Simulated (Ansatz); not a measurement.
# Nb (Im-3m) in Ansatz: a series of runs

Runs on Nb. Level: PBE. Tasks: single point, equation of state.

Everything below comes from runs of Ansatz 0.2.0. Logs are shortened: lines on timing, memory, paths and dates and some standing lists are left out, and cuts for length are marked.

**Measured values to compare with.**

“Pressure effects on the electronic structure and superconductivity of (TaNb)0.67(HfZrTi)0.33 high entropy alloy”, 2019, arxiv:1910.08312 quotes, for a bulk crystal of Nb: bulk modulus 169 GPa.

The results are compared with them further down.

## 1. Starting point

It takes space group Im-3m (No. 229, cubic). Conventional cell: a = 3.328 Å, b = 3.328 Å, c = 3.328 Å, α = 90.00°, β = 90.00°, γ = 90.00°. Nb (site symmetry m-3m) is surrounded by 8 Nb at 2.88 Å.

## 2. Single point, PBE, 17.32 Å³/atom (volume scaled by 0.94)

The input, input.yaml:

```yaml
crystal:
  lattice:
    - [-1.6299823056, 1.6299823056, 1.6299823056]
    - [1.6299823056, -1.6299823056, 1.6299823056]
    - [1.6299823056, 1.6299823056, -1.6299823056]
  atoms:
    - { symbol: Nb, position: [0.0, 0.0, 0.0] }
hamiltonian:
  xc: pbe
  pseudopotentials: { kind: paw }
kpoints:
  mp_grid: { grid: [11, 11, 11] }
scf:
  occupations: { method: fermi_dirac, width: 0.05 }
output:
  forces: true
  stress: true
  eigenvalues: true
  write_density: true
  write_potential: true
  elf: true
  volumetric_format: npy
```

Potentials or basis: Ansatz PAW.

Command:

```
> ansatz run input.yaml --threads 2 --pin off --max-ram 5632MiB --backend cpu --events-out ev --progress --plain --runs-dir out
```

The program printed:

```text
Warning: RAYON_NUM_THREADS=2 ignored (pool sized by the plan → 2); use --threads N
Engine: ansatz 0.2.0, aarch64-unknown-linux-gnu
Pseudopotentials: kind: paw
Pseudopotential: Nb, paw, valence charge 13, recommended cutoff 420 eV (normal), Nb.paw.azcp
Functional definition: PBE
  parameter kappa = 0.804
  parameter beta = 0.06672455060314922
  exchange = pbe_x(kappa = kappa, mu = beta*pi^2/3)
  correlation = pbe_c(beta = beta)
Crystal: 1 atoms, lattice volume = 17.322 Å³
Basis set: ecut = 420 eV, 321 PW (Γ), exchange–correlation on 40×40×40 points (8 copies of the dense FFT grid, shifted against one another)
Bands: 11, of which v1, the nominal top of the filled ones, is band 7 counted from 1 (6 counted from 0)
Symmetry: 48 space group operations
Space group: Im-3m (ITA 229), of the structure as read, at distance tolerance 2.6e-5 Å
k-points: 56 of 1331
Non-local potential: Nb, projectors of the file, l = 0: 3, l = 1: 2, l = 2: 2, l = 3: 1
PAW form: soft (Blöchl's): semilocal exchange-correlation on the pseudo side does not see the compensation charge
PAW one-centre angular grid: Nb, 590 points (default); XC on 64 Gauss nodes
Initial density: superposition of atomic densities (neutral atoms: chi_scale 0, normalization atom), corrected by the library's trained network
Initial wavefunctions: pseudopotential atomic-orbital guess
Functional: x = pbe(κ = 0.804, μ = 0.2195149727645171), c = pbe(β = 0.06672455060314922)
SCF iter   1: F=—  HF=-4552.258204 eV  |F-HF|=—  |Δ(HF+E_count)|=         —  Δρ=3.92e-3  dr2=2.16e-3  ethr=1.77e-3  ⟨swp⟩=5.0  Hψ=3606  notcnv=0
preconditioner: auto → none  [metal: Δε(μ)=0.014 eV  Ē_g=7.926 eV  σ=0.050 eV  W_gap=0.07  n_scr=0 (ndim 8)  ℏωp=19.9 eV  f_vac=0.000  D(μ)=1.93/eV (n_scr^D=18)]
SCF iter   2: F=—  HF=-4552.257712 eV  |F-HF|=—  |Δ(HF+E_count)|=   4.92e-4  Δρ=1.49e-3  dr2=1.81e-4  ethr=1.67e-5  ⟨swp⟩=2.2  Hψ=1282  notcnv=0
SCF iter   3: F=—  HF=-4552.257717 eV  |F-HF|=—  |Δ(HF+E_count)|=   4.85e-6  Δρ=4.65e-4  dr2=1.87e-5  ethr=1.40e-6  ⟨swp⟩=1.0  Hψ=608  notcnv=0
SCF iter   4: F=—  HF=-4552.257719 eV  |F-HF|=—  |Δ(HF+E_count)|=   1.90e-6  Δρ=3.06e-5  dr2=3.76e-8  ethr=1.44e-7  ⟨swp⟩=1.0  Hψ=608  notcnv=0
iter 5 did not close the SCF: its close was put off for the readings that it lacked (scf_convergence_deferred on its scf_iter line)
SCF iter   5: F=-4552.257719 eV  HF=-4552.257719 eV  |F-HF|=3.37e-11  |Δ(HF+E_count)|=   5.60e-8  Δρ=2.15e-6  dr2=2.33e-10  ethr=2.90e-10  ⟨swp⟩=2.1  Hψ=977  notcnv=0
SCF iter   6: F=-4552.257719 eV  HF=-4552.257719 eV  |F-HF|=3.64e-12  |Δ(HF+E_count)|=  5.73e-11  Δρ=2.50e-7  dr2=2.42e-12  ethr=1.79e-12  ⟨swp⟩=4.1  Hψ=2666  notcnv=0
SCF 1 converged in 6 iterations: F = -4552.257719 eV  dr2 = 2.42e-12
SCF converged after 6 iterations
Free energy (F): -4552.257719 eV
Harris-Foulkes:  -4552.257719 eV  (|F-HF|=3.64e-12)
Internal energy: -4552.241975 eV  (E = F + TS)
E sigma→0 (E₀):  -4552.249847 eV
Entropy (-TS):   -0.015743 eV (-15.743 meV/atom)
Fermi energy:    18.557578 eV
--- Per-component energies (eV) ---
  E_band       = -56.541867
  E_kinetic    = 396.975222
  E_local      = -670.482290  (includes V_loc(G=0)·N_el)
  E_nonlocal   = 120.110871
  E_hartree    = 209.412924
  E_xc         = -176.355688
  E_vxc        = -214.049806  (∫ρ·V_xc dr)
  E_paw        = -3073.572249  (= ΣΔE_a)
  E_vpaw       = -107.921724  (= ΣTr[D̂ρ^β])
  E_aug_tail   = 0.000006  (compensation charges beyond the density's cutoff)
  E_ewald      = -1358.330770
  E_smearing   = -0.015743  (= −TS)
  E_closure    = -0.000000  (closes the sum)
  Σ components = -4552.257719   (vs F -4552.257719, Δ=0.00e0)
--- Forces (eV/Å), atoms counted from 1 ---
  atom   1  Nb     0.00000000    -0.00000000     0.00000000
  max |Σ_I F_I| component: 4.11e-33 eV/Å
--- Stress (GPa, compression-positive) ---
        9.259631      -0.000000      -0.000000
       -0.000000       9.259631      -0.000000
       -0.000000      -0.000000       9.259631
  P = ⅓ Tr σ = 9.2596 GPa (92.596 kbar)
--- Band table (eV; the first three rows and the last of 56) ---
  k-point 0: bands = ["-35.6989", "-10.9219", "-10.9219", "-10.9219", "12.6231", "18.9435", "18.9435", "18.9435", "21.9842", "21.9842", "32.8315"]
  k-point 1: bands = ["-35.6766", "-11.0536", "-10.9616", "-10.9232", "12.9745", "18.7260", "18.8827", "19.2861", "21.6714", "21.9855", "33.1145"]
  k-point 2: bands = ["-35.6161", "-11.3970", "-11.0667", "-10.9266", "13.8780", "18.1976", "18.6138", "20.2787", "21.3447", "22.0327", "33.5027"]
  k-point 55: bands = ["-35.2182", "-11.9674", "-11.9429", "-11.9429", "14.7319", "14.7953", "23.8241", "23.8241", "24.2976", "27.5655", "28.8406"]
```

Run time: 0.5 s. Hardware: 2 threads of Arm Neoverse V2, shared host; peak memory 0.26 GiB.

Results:

```yaml
Free_energy: -4552.2577 eV
Pressure: 9.3 GPa
Band_gap_on_the_k_mesh: none (metal or under the smearing width)
```

## 3. Single point, PBE, 17.69 Å³/atom (volume scaled by 0.96)

The input, input.yaml:

```yaml
crystal:
  lattice:
    - [-1.6414614324, 1.6414614324, 1.6414614324]
    - [1.6414614324, -1.6414614324, 1.6414614324]
    - [1.6414614324, 1.6414614324, -1.6414614324]
  atoms:
    - { symbol: Nb, position: [0.0, 0.0, 0.0] }
hamiltonian:
  xc: pbe
  pseudopotentials: { kind: paw }
kpoints:
  mp_grid: { grid: [11, 11, 11] }
scf:
  occupations: { method: fermi_dirac, width: 0.05 }
output:
  forces: true
  stress: true
  eigenvalues: true
```

Potentials or basis: Ansatz PAW.

Command:

```
> ansatz run input.yaml --threads 2 --pin off --max-ram 5632MiB --backend cpu --events-out ev --progress --plain --runs-dir out
```

It took 0.39 s on 2 threads of Arm Neoverse V2, shared host; peak memory 0.26 GiB.

It converged, with:

```
Free energy            : -4552.2743 eV
Pressure               : 5.2 GPa
Band gap on the k mesh : none (metal or under the smearing width)
```

## 4. Single point, PBE, 18.06 Å³/atom (volume scaled by 0.98)

input.yaml: that of step 3 with these lines changed.

```diff
@@ -2,5 +2,5 @@
   lattice:
-    - [-1.6414614324, 1.6414614324, 1.6414614324]
-    - [1.6414614324, -1.6414614324, 1.6414614324]
-    - [1.6414614324, 1.6414614324, -1.6414614324]
+    - [-1.6527822138, 1.6527822138, 1.6527822138]
+    - [1.6527822138, -1.6527822138, 1.6527822138]
+    - [1.6527822138, 1.6527822138, -1.6527822138]
   atoms:
```

Command:

```
> ansatz run input.yaml --threads 2 --pin off --max-ram 5632MiB --backend cpu --events-out ev --progress --plain --runs-dir out
```

It took 0.4 s on 2 threads of Arm Neoverse V2, shared host; peak memory 0.26 GiB.

Results (log left out):

```yaml
Free_energy: -4552.2819 eV
Pressure: 1.5 GPa
Band_gap_on_the_k_mesh: none (metal or under the smearing width)
```

## 5. Single point, PBE, 18.43 Å³/atom

input.yaml: that of step 4 with these lines changed.

```diff
@@ -2,5 +2,5 @@
   lattice:
-    - [-1.6527822138, 1.6527822138, 1.6527822138]
-    - [1.6527822138, -1.6527822138, 1.6527822138]
-    - [1.6527822138, 1.6527822138, -1.6527822138]
+    - [-1.66395, 1.66395, 1.66395]
+    - [1.66395, -1.66395, 1.66395]
+    - [1.66395, 1.66395, -1.66395]
   atoms:
```

Command:

```
> ansatz run input.yaml --threads 2 --pin off --max-ram 5632MiB --backend cpu --events-out ev --progress --plain --runs-dir out
```

It took 0.39 s on 2 threads of Arm Neoverse V2, shared host; peak memory 0.26 GiB.

The run converged. Its results:

```
Free energy            : -4552.2812 eV
Pressure               : -2.0 GPa
Band gap on the k mesh : none (metal or under the smearing width)
```

## 6. Single point, PBE, 18.80 Å³/atom (volume scaled by 1.02)

input.yaml: that of step 5 with these lines changed.

```diff
@@ -2,5 +2,5 @@
   lattice:
-    - [-1.66395, 1.66395, 1.66395]
-    - [1.66395, -1.66395, 1.66395]
-    - [1.66395, 1.66395, -1.66395]
+    - [-1.6749698576, 1.6749698576, 1.6749698576]
+    - [1.6749698576, -1.6749698576, 1.6749698576]
+    - [1.6749698576, 1.6749698576, -1.6749698576]
   atoms:
```

Potentials or basis: Ansatz PAW.

Command:

```
> ansatz run input.yaml --threads 2 --pin off --max-ram 5632MiB --backend cpu --events-out ev --progress --plain --runs-dir out
```

Run time: 0.4 s. Hardware: 2 threads of Arm Neoverse V2, shared host; peak memory 0.26 GiB.

The run converged. Its results:

```
Free energy            : -4552.2729 eV
Pressure               : -5.2 GPa
Band gap on the k mesh : none (metal or under the smearing width)
```

## 7. Single point, PBE, 19.17 Å³/atom (volume scaled by 1.04)

input.yaml: that of step 6 with these lines changed.

```diff
@@ -2,5 +2,5 @@
   lattice:
-    - [-1.6749698576, 1.6749698576, 1.6749698576]
-    - [1.6749698576, -1.6749698576, 1.6749698576]
-    - [1.6749698576, 1.6749698576, -1.6749698576]
+    - [-1.68584659, 1.68584659, 1.68584659]
+    - [1.68584659, -1.68584659, 1.68584659]
+    - [1.68584659, 1.68584659, -1.68584659]
   atoms:
```

Command:

```
> ansatz run input.yaml --threads 2 --pin off --max-ram 5632MiB --backend cpu --events-out ev --progress --plain --runs-dir out
```

Run time: 0.4 s. Hardware: 2 threads of Arm Neoverse V2, shared host; peak memory 0.26 GiB.

It converged, with:

```
Free energy            : -4552.2577 eV
Pressure               : -8.0 GPa
Band gap on the k mesh : none (metal or under the smearing width)
```

## 8. Single point, PBE, 19.53 Å³/atom (volume scaled by 1.06)

input.yaml: that of step 7 with these lines changed.

```diff
@@ -2,5 +2,5 @@
   lattice:
-    - [-1.68584659, 1.68584659, 1.68584659]
-    - [1.68584659, -1.68584659, 1.68584659]
-    - [1.68584659, 1.68584659, -1.68584659]
+    - [-1.6965847559, 1.6965847559, 1.6965847559]
+    - [1.6965847559, -1.6965847559, 1.6965847559]
+    - [1.6965847559, 1.6965847559, -1.6965847559]
   atoms:
```

Command:

```
> ansatz run input.yaml --threads 2 --pin off --max-ram 5632MiB --backend cpu --events-out ev --progress --plain --runs-dir out
```

It took 0.45 s on 2 threads of Arm Neoverse V2, shared host; peak memory 0.26 GiB.

Results (log left out):

```yaml
Free_energy: -4552.2361 eV
Pressure: -10.7 GPa
Band_gap_on_the_k_mesh: none (metal or under the smearing width)
```

## 9. Equation of state, PBE

Potentials or basis: Ansatz PAW.

This step only gathers the single runs of the series.

What came out:

| Quantity | Value |
| --- | --- |
| Equilibrium volume | 18.21 Å³/atom |
| Bulk modulus | 171 GPa |
| Pressure derivative of the bulk modulus | 3.3 |

Energy against volume, from the lowest point:
| volume (Å³/atom) | energy (meV/atom) |
| --- | --- |
| 17.322 | 24.15 |
| 17.691 | 7.59 |
| 18.060 | 0.00 |
| 18.428 | 0.69 |
| 18.797 | 8.98 |
| 19.165 | 24.22 |
| 19.534 | 45.77 |

## 10. How close it comes

Step 9. A measured bulk modulus of Nb is 169 GPa (quoted in “Pressure effects on the electronic structure and superconductivity of (TaNb)0.67(HfZrTi)0.33 high entropy alloy”, 2019, arxiv:1910.08312); the calculated 171 GPa misses it by +1.3 %. The fit is for a static lattice scaled at fixed shape and fixed fractional positions.
